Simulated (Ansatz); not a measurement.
## Formation energy and levels of the substitutional impurity Ir_Al in Al2O3 (R-3c)

Wanted: the transition levels of a substitutional impurity in Al2O3 (R-3c), from a cell of 80 host atoms with 1 Al taken out and 1 Ir put in.

Program: Ansatz 0.2.0. Level of theory: place-levels on PBEsol runs: charge-transition levels and formation energies with image-charge correction and potential alignment at the atomic sites. Results are calculated unless marked as measured.

The experiments to compare with:

“Multi-petahertz electron interference in Cr:Al2O3 solid-state material” (2018, pmc:5906618) quotes from earlier work for Al2O3, alpha (corundum) (high-purity reference sample): band gap (optical band gap of host from absorption) 8.7 eV [literature value quoted for a high-purity sample; optical absorption edge, temperature …].

Report form: the programs' logs are mostly left out.

### 1. The structure

The cell holds 80 atoms: 31 Al, 1 Ir and 48 O. Its edges and angles: a = 10.280 Å, b = 10.280 Å, c = 10.280 Å, α = 55.3°, β = 55.3°, γ = 55.3°. It derives from Al2O3 (space group R-3c). Nearest the centre at fractional (0.426, 0.426, 0.426): Ir2 at 0.00 Å, O26 at 1.86 Å, O20 at 1.86 Å, O49 at 1.86 Å, O18 at 1.97 Å, O25 at 1.97 Å, O47 at 1.97 Å, Al1 at 2.66 Å.

As a file:

Known beforehand: the electronic dielectric constant, (3.30, 3.30, 3.26), and the static one, (9.72, 9.72, 11.81), computed on the host (DFPT, PBEsol).

The cell's shortest repeat is 9.5 Å.

### 2. Charge states

A transition level is the Fermi level at which two charge states cost the same, so each charge needs its own total energy, at its own relaxed structure.

Random displacements of about 0.05 Å break the site symmetry at the start, so that the relaxation can reach a distorted minimum if there is one. Forces are taken at the zone centre alone. The cell holds 1 electron fewer than the neutral one, with a uniform background that keeps it neutral on the whole. The electron count is odd, so at least one spin is unpaired; this run locks the moment at 1 μB.

One state's input; the others differ in charge, spin, start and seed, and in occupations where the table says so.

The input, qp1_M1.relax/input.yaml:

```yaml
crystal:
  lattice:
    - [2.38693371, 1.37809682, 4.33826903]
    - [-2.38693371, 1.37809682, 4.33826903]
    - [0.0, -2.75619364, 4.33826903]
  atoms:
    - { symbol: Al, position: [0.64792089, 0.64792089, 0.64792089] }
    - { symbol: Al, position: [0.85207911, 0.85207911, 0.85207911] }
    - { symbol: Al, position: [0.14792089, 0.14792089, 0.14792089] }
    - { symbol: Al, position: [0.35207911, 0.35207911, 0.35207911] }
    - { symbol: O, position: [0.44414023, 0.05585977, 0.75] }
    - { symbol: O, position: [0.94414023, 0.25, 0.55585977] }
    - { symbol: O, position: [0.05585977, 0.75, 0.44414023] }
    - { symbol: O, position: [0.75, 0.44414023, 0.05585977] }
    - { symbol: O, position: [0.25, 0.55585977, 0.94414023] }
    - { symbol: O, position: [0.55585977, 0.94414023, 0.25] }
  supercell: [2, 2, 2]
  defects: [{ substitution: { at: 1, symbol: Ir } }]
total_charge: 1
basis:
  ecutwfc: 420
  xc_grid: 2
hamiltonian:
  xc: pbesol
kpoints:
  mp_grid: { grid: [1, 1, 1] }
magnetization:
  spin_polarized: true
  initial_magnetization: 1
  spin_locking: { lock_magnetization: hard }
scf:
  occupations: { method: fixed }
  max_iter: 60
output:
  forces: true
  charged_corrections: { epsilon: [3.3, 3.3, 3.26], static_epsilon: [9.72, 9.72, 11.81] }
relax:
  f_tol: 0.01
  max_steps: 80
  random_displacement: { amplitude: 0.05, seed: 3775 }
checkpoint:
  write: "../qp1_M1.relax.run"
  compress: false
  write_wavefunctions: true
  write_every: 100000
```

Launch:

```bash
> ansatz run input.yaml --threads 2 --pin off --max-ram 3768MiB --backend cpu --events-out ev --progress --plain --runs-dir out
```

Defect states can disperse in a cell of this size, so the energy is taken again at a 2×2×2 shifted mesh, on the relaxed structure.

The run of this state that the levels use, under PBEsol:

The input, qp1_M1.point/input.yaml:

```yaml
crystal:
  checkpoint: "../qp1_M1.relax.run"
  host: checkpoint
total_charge: 1
basis:
  ecutwfc: 420
  xc_grid: 2
hamiltonian:
  xc: pbesol
kpoints:
  mp_grid: { grid: [2, 2, 2], shift: [0.5, 0.5, 0.5] }
magnetization:
  spin_polarized: true
  initial_magnetization: 1
  spin_locking: { lock_magnetization: hard }
scf:
  occupations: { method: fermi_dirac, width: 0.01 }
  max_iter: 60
output:
  forces: true
  eigenvalues: true
  charged_corrections:
    epsilon: [3.3, 3.3, 3.26]
    static_epsilon: [9.72, 9.72, 11.81]
    defect_position: [0.426048, 0.426048, 0.426048]
  eigenstates: { localisation: true }
  populations: true
  efg: {}
  band_densities: [{ bands: [v1, v1] }, { bands: [c1, c1] }]
  write_density: true
  write_potential: true
  volumetric_format: npy
  elf: true
checkpoint:
  read: "../qp1_M1.relax.run"
  write: "../qp1_M1.point.run"
  compress: false
  write_wavefunctions: false
  write_every: 100000
```

Relaxations under PBEsol at the zone centre alone; times on 2 threads of Arm Neoverse V2, shared host:

| charge | moment (μB) | occupations | outcome | steps | largest displacement against the far atoms (Å) | time |
| --- | --- | --- | --- | --- | --- | --- |
| 0 | 0 | fixed | converged | 5 | 0.12 | 40 s |
| +1 | 1 | fixed | converged | 6 | 0.12 | 2 min |

Single points under PBEsol at a 2×2×2 shifted mesh; times on 2 threads of Arm Neoverse V2, shared host:

| charge | moment (μB) | occupations | outcome | time |
| --- | --- | --- | --- | --- |
| 0 | 0 | fermi-dirac | converged | 74 s |
| +1 | 1 | fermi-dirac | converged | 5.5 min |

Distances (Å) from Ir2 to the nearest atoms after relaxation with PBEsol:

| charge | moment (μB) | 1. | 2. | 3. | 4. | 5. | 6. |
| --- | --- | --- | --- | --- | --- | --- | --- |
| 0 | 0 | O 2.02 | O 2.02 | O 2.02 | O 2.03 | O 2.03 | O 2.03 |
| +1 | 1 | O 1.97 | O 1.97 | O 1.97 | O 2.00 | O 2.00 | O 2.00 |

### 3. place-levels, PBEsol

A charged cell interacts with its images and the background, and its potential has another zero than the host's. place-levels removes the first by a point-charge model, screened by the static dielectric constant since the ions have relaxed around the charge, and the second by comparing potentials at atoms far from the defect.

The host is a run of the defect-free crystal in the same cutoffs, grids and k-points, so that basis and sampling errors cancel in part in the differences. The host is run in a cell of 10 atoms on a matching mesh. Its band edges are searched through the zone by a band path, so the gap is smaller than, or equal to, that on the mesh. Chemical potentials are energies per atom of Al (fcc) and Ir (fcc), run with the same functional and cutoff.

The input, levels.point.yaml:

```yaml
host:
  run: host.point.run
states: [q0.point.run, qp1_M1.point.run]
geometry_from:
  q0.point.run: q0.relax.run
  qp1_M1.point.run: qp1_M1.relax.run
  host.point.run: host.relax.run
chemical_potentials:
  Al:
    energy: -524.553864
    dataset: <sha256 of the dataset>
  Ir:
    energy: -11799.036216
    dataset: "<sha256 of the dataset>"
```

Launch:

```bash
> ansatz place-levels levels.point.yaml -- --threads 2 --pin off --max-ram 3768MiB
```

The job ended after 0.14 s (2 threads of Arm Neoverse V2, shared host).

Levels between the charges placed, in eV above the valence top:

|  | gap (eV) | (+1/0) |
| --- | --- | --- |
| PBEsol | 6.02 | 1.55 |

Corrections by state:

| charge | moment (μB) | image terms and alignment (eV) | band filling (eV) | ε used | over the lowest of its charge, as the program ranks them, band filling apart (eV) |
| --- | --- | --- | --- | --- | --- |
| +1 | 1.0 | 0.576 | - | principal values (9.72, 9.72, 11.81) | 0.000 |
| 0 | 0.0 | 0.000 | - | - | 0.000 |

From the program's caveats on the states, each cut to its opening words:

- charge +1 (1 μB): how wide its charge is, is not read beside other atoms or cores, and a band state would take no correction

The host's formation energy from the elements is -3.094 eV per atom; it sets how far the chemical potentials can move.

Limit set by the element alone; other compounds of these elements are not counted. Chemical potentials from the elements' reference states: Al 0.00 eV, O -5.16 eV, Ir 0.00 eV. Formation energy by charge state (Al-rich; gap 6.02 eV):

| charge | at valence top (eV) | at conduction bottom (eV) | correction included (eV) |
| --- | --- | --- | --- |
| +1 | 5.93 | 11.95 | 0.58 |
| 0 | 7.47 | 7.47 | 0.00 |

| Fermi level (eV) | lowest formation energy (eV) |
| --- | --- |
| 0.00 | 5.93 |
| 0.55 | 6.47 |
| 1.09 | 7.02 |
| 1.64 | 7.47 |
| 2.19 | 7.47 |
| 2.74 | 7.47 |
| 3.29 | 7.47 |
| 3.84 | 7.47 |
| 4.38 | 7.47 |
| 4.93 | 7.47 |
| 5.48 | 7.47 |
| 6.02 | 7.47 |

Limit set by the element alone; other compounds of these elements are not counted. Chemical potentials from the elements' reference states: O 0.00 eV, Al -7.73 eV, Ir 0.00 eV. Formation energy by charge state (O-rich; gap 6.02 eV):

| charge | at valence top (eV) | at conduction bottom (eV) | correction included (eV) |
| --- | --- | --- | --- |
| +1 | -1.81 | 4.22 | 0.58 |
| 0 | -0.26 | -0.26 | 0.00 |

```json
{"Fermi level (eV)": "0.00", "lowest formation energy (eV)": "-1.81"}
{"Fermi level (eV)": "0.55", "lowest formation energy (eV)": "-1.26"}
{"Fermi level (eV)": "1.09", "lowest formation energy (eV)": "-0.71"}
{"Fermi level (eV)": "1.64", "lowest formation energy (eV)": "-0.26"}
{"Fermi level (eV)": "2.19", "lowest formation energy (eV)": "-0.26"}
{"Fermi level (eV)": "2.74", "lowest formation energy (eV)": "-0.26"}
{"Fermi level (eV)": "3.29", "lowest formation energy (eV)": "-0.26"}
{"Fermi level (eV)": "3.84", "lowest formation energy (eV)": "-0.26"}
{"Fermi level (eV)": "4.38", "lowest formation energy (eV)": "-0.26"}
{"Fermi level (eV)": "4.93", "lowest formation energy (eV)": "-0.26"}
{"Fermi level (eV)": "5.48", "lowest formation energy (eV)": "-0.26"}
{"Fermi level (eV)": "6.02", "lowest formation energy (eV)": "-0.26"}
```

### 4. The same at the relaxations' own k-points

The relaxations' own energies give the levels at their sampling, for comparison.

levels.relax_mesh.yaml is levels.point.yaml with these lines changed:

```diff
-  run: host.point.run
-states: [q0.point.run, qp1_M1.point.run]
-geometry_from:
-  q0.point.run: q0.relax.run
-  qp1_M1.point.run: qp1_M1.relax.run
-  host.point.run: host.relax.run
+  run: host.relax.run
+states: [q0.relax.run, qp1_M1.relax.run]
```

Launch:

```bash
> ansatz place-levels levels.relax_mesh.yaml -- --threads 2 --pin off --max-ram 3768MiB
```

Levels between neighbouring charges, in eV above the valence top:

|  | gap (eV) | (+1/0) |
| --- | --- | --- |
| the zone centre alone | 6.02 | 1.50 |
| a 2×2×2 shifted mesh | 6.02 | 1.55 |

Going from the zone centre alone to a 2×2×2 shifted mesh moves the levels that carry no band-filling term by up to 0.05 eV and formation energies against the elements by up to 0.05 eV.

### 5. Results

```yaml
gap_of_the_host: 6.02 eV (PBEsol)
level_plus_1_over_0: 1.55 eV above the valence top
lowest_of_the_charges_placed_just_above_the_valence_top_0p02_ev: +1
lowest_of_the_charges_placed_just_below_the_conduction_bottom_0p02_ev: 0
lowest_formation_energy_at_mid_gap_of_the_charges_run_al_rich: 7.47 eV
lowest_formation_energy_at_mid_gap_of_the_charges_run_o_rich: -0.26 eV
```

**Reading.** Of the charges placed (0 and +1), the lowest changes at 1.55 eV (+1/0) above the valence top, in a gap of 6.02 eV. Charges above +1 and below 0 were not placed, so these runs say nothing of levels that involve them. States placed: +1 at 1 μB; 0 at 0 μB. Other spin states or structures, where not listed, weren't placed. Ir is taken at its element; compounds, which aren't counted here, bound the chemical potentials and would shift these formation energies. The lowest formation energy (O-rich) is negative across the gap, so the defect would form by itself: these chemical potentials lie beyond what competing compounds allow, or the host is unstable against it. Going from the zone centre alone to a 2×2×2 shifted mesh moves the levels that carry no band-filling term by up to 0.05 eV and formation energies against the elements by up to 0.05 eV. What this leaves open: PBEsol makes the gap too small and tends to spread out bound carriers; where a gas molecule sets a chemical potential or the host's formation energy, its binding is uncorrected; spin–orbit coupling, which can matter with heavy atoms, is left out.

Calculation against experiment:

```
                                                                                                 quantity  measured           PBEsol
band gap (least gap of the host; the measured gap is an optical one, which needn't be the least gap) (eV)       8.7  6.02 (-2.68 eV)
```

Measured values from pmc:5906618 (2018).

Verdict: The band gap is off by -2.68 eV: a clear miss. Local and semilocal functionals usually give gaps below the measured ones. An optical gap can lie under the band gap by the exciton's binding. Zero-point and thermal motion shift the measured gap.

[Logs are printed without paths, hosts, clocks, repeated set-up lines and the standing remarks that a program may print on its own settings, such as how far it seeks lower states.]

[Hosts, paths, dates, database ids (printed as entryN), source tags and the programs' standing remarks are cut or masked in the printed files.]

[Where a table of states has a column of steps, it counts the stored structures, which are thinned; the runs took as many ionic steps or more.]

[A defect's name tells the site on which it was built; relaxed atoms can leave that site.]

[For some hosts the program warned that the k-mesh of the response run may be too coarse for force constants and the static dielectric constant; such warnings are not shown here.]
